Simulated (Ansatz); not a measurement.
**ZrS2: an axial (c/a) deformation path**

One table from this session's results is given with a row withheld; the runs are named, their logs left out.

Computed with Ansatz 0.2.0 (DFT PBEsol+D3(BJ), scalar-relativistic, plane waves, PAW, unless a step's input says otherwise).

### The system as given

Symmetry: P-3m1, No. 164, trigonal system. The conventional cell has a = 3.630 Å, b = 3.630 Å, c = 5.850 Å, α = 90.00°, β = 90.00°, γ = 120.00°. Around Zr (site symmetry -3m) lie 6 S at 2.55 Å. S (site symmetry 3m) is surrounded by 3 Zr at 2.55 Å.

Structure file:

```xyz
3
Lattice="3.6300 0.0000 0.0000 -1.8150 3.1437 0.0000 0.0000 0.0000 5.8500" Properties=species:S:1:pos:R:3 pbc="T T T"
Zr    0.0000    0.0000    0.0000
S     0.0000    2.0958    1.4578
S     1.8150    1.0479    4.3922
```

No relaxation comes first: the listed cell is the starting point.

### Zero of energy

Reference values: F = -5904.1243 eV; pressure -2.80 GPa; largest force 0.061 eV/Å; gap on the mesh 0.72 eV. It was computed beforehand with the settings of the runs below.

Set-up of the first run:

At fixed volume and fractional coordinates, lengths along (0.000, 0.000, 1.000) are scaled against those across it; ρ is that ratio over its starting value.

input.yaml reads:

```yaml
crystal:
  lattice:
    - [3.832070894, 0.0, 0.0]
    - [-1.916035447, 3.3186707433, 0.0]
    - [0.0, 0.0, 5.2493051121]
  atoms:
    - { symbol: Zr, position: [0.0, 0.0, 0.0] }
    - { symbol: S, position: [0.3333333333, 0.6666666667, 0.2492] }
    - { symbol: S, position: [0.6666666667, 0.3333333333, 0.7508] }
basis:
  ecutwfc: 420
kpoints:
  mp_grid: { grid: [12, 12, 6] }
hamiltonian:
  xc: pbesol
  dispersion: d3bj
scf:
  occupations: { method: gaussian, width: 0.05 }
output:
  forces: true
  stress: true
  eigenvalues: true
```

Command:

```sh
$ ansatz run input.yaml --threads 1 --pin off --max-ram 2560MiB --backend cpu --events-out ev --progress --plain --runs-dir out
```

Steps of the session up to this table: ρ = 0.850; Point ρ = 1.200; At ρ = 0.920; At ρ = 1.100; At ρ = 0.960; Point ρ = 1.050; ρ = 0.800; At ρ = 1.300.

One table of the session follows, with a row left open; its other results are not shown here.

The scan, with free energies counted from the undisturbed cell:

| ρ | ΔE (meV/atom) | pressure (GPa) | gap on the mesh (eV) |
| --- | --- | --- | --- |
| 0.800 | 146.0 | -5.5 | 0.45 |
| 0.850 | ? | ? | ? |
| 0.920 | 22.4 | -3.7 | 0.74 |
| 0.960 | 5.5 | -3.2 | 0.73 |
| 1.000 | 0.0 | -2.8 | 0.72 |
| 1.050 | 8.8 | -2.4 | 0.55 |
| 1.100 | 34.3 | -2.0 | 0.26 |
| 1.200 | 131.6 | -1.7 | 0.00 |
| 1.300 | 273.9 | -1.9 | 0.00 |

**Question.** Estimate the row for ρ = 0.850.

Worked estimate for «ΔE (meV/atom)». A straight line through the neighbours (0.800, 146.0) and (0.920, 22.4) gives 146.0 + (22.4 − 146.0) × (0.850 − 0.800) / (0.920 − 0.800) = 94.5; a parabola fitted to 3 rows on both sides gives 81.2.

The run gave: ΔE (meV/atom): 80.8; pressure (GPa): -4.7; gap on the mesh (eV): 0.68. In «ΔE (meV/atom)» the line misses by +13.7 and the parabola by +0.4.

Where the gap reads zero, the mesh chosen for the insulator is on the coarse side.
